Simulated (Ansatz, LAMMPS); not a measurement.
# Amorphous SiO2 (84 atoms): relaxation and levels of theory

Which bonds does the relaxation leave, and how do the Kohn-Sham gap, forces and pressure change with k-mesh and functional?

Calculated with Ansatz 0.2.0: Kohn-Sham DFT, PBE, PAW (set soft_2), plane waves; cutoff 420 eV, Γ point, fermi-dirac smearing of 0.025 eV.

**The cell**

Density at the start: 2.20 g/cm³. The cell holds 84 atoms: 28 Si and 56 O. Its edges and angles: a = 10.829 Å, b = 10.829 Å, c = 10.829 Å, α = 90.0°, β = 90.0°, γ = 90.0°. 84 atoms (28 Si, 56 O) placed at random at 2.2 g/cm³, melted at 5000 K for 10 ps at fixed volume with the Morse and Coulomb pair potential with partial charges (Pedone, Malavasi, Menziani, Cormack and Segre, J. Phys. Chem. B 110, 11780 (2006)). Quenched from 5000 K to 300 K at 50 K/ps and fixed volume, held 5 ps, then minimised at fixed cell.

Cell and atoms were relaxed with PBE. The walk converged after 16 steps by the program's count, with a largest force component of 0.00755 eV/Å; it began at an r.m.s. force component of 0.65 eV/Å. The edges went from 10.829, 10.829, 10.829 to 10.594, 10.703, 10.603 Å, and the volume from 15.117 to 14.304 Å³ an atom (-5.4 %).

The input of the reference single point:

```yaml
crystal:
  lattice:
    - [10.59277, 0.04291, 0.16165]
    - [0.04291, 10.70286, -0.09448]
    - [0.16165, -0.09448, 10.60176]
  atoms:
    - { symbol: Si, position: [0.76792, 0.24703, 0.64707] }
    - { symbol: Si, position: [0.55068, 0.81136, 0.67371] }
    - { symbol: Si, position: [0.89963, 0.49252, 0.59962] }
    - { symbol: Si, position: [0.70963, 0.42193, 0.0131] }
    [... 78 atom lines left out ...]
    - { symbol: O, position: [0.83328, 0.02056, 0.39016] }
    - { symbol: O, position: [0.6959, 0.47563, 0.15802] }
kpoints:
  mp_grid: { grid: [1, 1, 1] }
hamiltonian:
  xc: pbe
scf:
  occupations: { method: fermi_dirac, width: 0.025 }
output:
  forces: true
  stress: true
  populations: true
  dos:
    method: { smearing: { sigma: 0.08 } }
    de: 0.05
    projected: { site_lists: { O: [O], Si: [Si] } }
  eigenvalues: true
  write_density: true
  write_potential: true
  volumetric_format: npy
```

**Bonds after relaxation**

Bonds by pair of elements; cutoffs follow the first minimum of g(r), held within bounds set by covalent radii, and pairs that aren't listed don't count as bonded:

```csv
pair A-B,cutoff (Å),bonds,mean length (Å),spread (Å),shortest (Å),B about A,A about B
O-Si,2.08,112,1.63,0.015,1.60,2,4
```

How many atoms have how many bonded neighbours:

```csv
element,mean,2,4
O,2,56,0
Si,4,0,28
```

**Beside experiment**

**What experiment says.** The density of pristine, uncompressed silica glass was measured at room temperature as a reference for densified samples (“Siliceous zeolite-derived topology of amorphous silica”, 2023, PMC10710485): density 2.2 g/cm³. A silica glass plate was measured by high-energy x-ray diffraction at 20 K and the Si-O distance was taken from the first PDF peak (“Polyhedral units and network connectivity in calcium aluminosilicate glasses from high-energy x-ray diffraction”, 2000, arxiv:cond-mat/0007490): nearest Si–O distance 1.61 Å; number of O about Si 4. The nearest silicon-silicon distance in amorphous silica was obtained by fitting a symmetric peak to the measured radial distribution (as quoted in “New insights into the origin of the first sharp diffraction peak in amorphous silica from an analysis of chemical and radial ordering”, 2024, arxiv:2403.10632): nearest Si–Si distance 3.08 Å; nearest O–O distance 2.63 Å. The mean Si-O-Si angle was obtained by reanalysing earlier high-energy photon diffraction data in combination with published neutron diffraction data on silica glass (“Bond angle distribution in amorphous germania and silica”, 1996, arxiv:chem-ph/9603004): Si–O–Si angle 148.3 °.

Against the measurements quoted at the start:

```csv
quantity,measured,this cell,difference,method of the measurement
density,2.2 g/cm³,2.33 g/cm³,+5.7 %,tabulated bulk density
nearest Si–O distance,1.61 Å,1.63 Å,+1.5 %,"high-energy XRD, PDF Gaussian fit"
nearest Si–Si distance,3.08 Å,3.07 Å,-0.3 %,"diffraction, Gaussian radial peak fit"
nearest O–O distance,2.63 Å,2.66 Å,+1.1 %,"diffraction, Gaussian radial peak fit"
number of O about Si,4,4,+0.0 %,"high-energy XRD, PDF Gaussian fit"
Si–O–Si angle,148.3 °,142 °,-4.0 %,"x-ray and neutron diffraction, model fit"
```

The cell differs from the measured distances by up to 1.5 %, neighbour counts by up to 0.0 %, angles by up to 4.0 % and density by up to 5.7 %. Distances of this cell are positions of the first main peak of g(r), or bond means where the peak is narrow; means over all bonds within a cutoff lie farther out for broad shells. The network comes from the model that made the cell; DFT moved the atoms only locally, and no bond changed. Our coordination numbers hang on a cutoff, and experiments count neighbours in their own ways.

**Levels of theory**

Single points at the relaxed geometry:

| functional | k-mesh | Kohn-Sham gap (eV) | pressure (GPa) | r.m.s. force component (eV/Å) | SCF cycles | time |
| --- | --- | --- | --- | --- | --- | --- |
| PBE | 1×1×1 | 5.226 | -0.01 | 0.002 | 9 | 19 s |
| PBE | 2×2×2 | 5.227 | -0.01 | 0.004 | 9 | 2.6 min |
| HSE06 | 1×1×1 | 7.066 | -4.84 | 0.185 | 15 | 3.6 min |
| r2SCAN | 1×1×1 | 5.916 | -4.77 | 0.155 | 9 | 41 s |
| PBEsol | 1×1×1 | 5.173 | -2.49 | 0.059 | 9 | 15 s |

The gap is that between the highest filled and lowest empty Kohn-Sham level on the run's k-points. Cutoffs: 420 eV for PBE, HSE06 and PBEsol; 500 eV for r2SCAN. Times come from shared hosts and are rough.

**Findings**

By these cutoffs 100 % of O atoms have 2 and 100 % of Si atoms have 4 neighbours. The Kohn-Sham gap is 5.23 eV with PBE on the 1×1×1 mesh and 5.23 eV on 2×2×2. On the 1×1×1 mesh HSE06 changes the gap by +1.84 eV against PBE. Carrying that shift over to the 2×2×2 mesh gives 5.23 + 1.84 = 7.07 eV, an estimate that takes the shift to be alike at all k-points. On the reference's mesh the gap changes with r2SCAN by +0.69 eV and PBEsol by -0.05 eV. Against the reference the pressure changes with HSE06 by -4.8 GPa, r2SCAN by -4.8 GPa and PBEsol by -2.5 GPa; a negative change means a smaller volume than PBE would take. The denser mesh moves the energy by -0.7 meV/atom and the pressure by +0.00 GPa.

Limits: All single points share the geometry relaxed with PBE. The volume changed by -5.4 % on relaxing; in so small a cell, on this mesh and at this cutoff, the relaxed density is rough. One sample; tail or defect levels can set the gap of a disordered cell. The quench rate of 50 K/ps is many orders above laboratory rates, so the cell is likely richer in defects and strain than a real sample. The network of bonds at the start is that of the classical potential that made the cell, and needn't be the one that DFT or experiment would give. In some runs the program notes that the exchange-correlation potential is rough where the density is thin, the exchange threshold is loose for the stress and the SCF threshold is loose for the stress.

[Logs are printed without paths, hosts, clocks, repeated set-up lines and the standing remarks that a program may print on its own settings, such as how far it seeks lower states.]

[Hosts, paths, dates, database ids (printed as entryN), source tags and the programs' standing remarks are cut or masked in the printed files.]
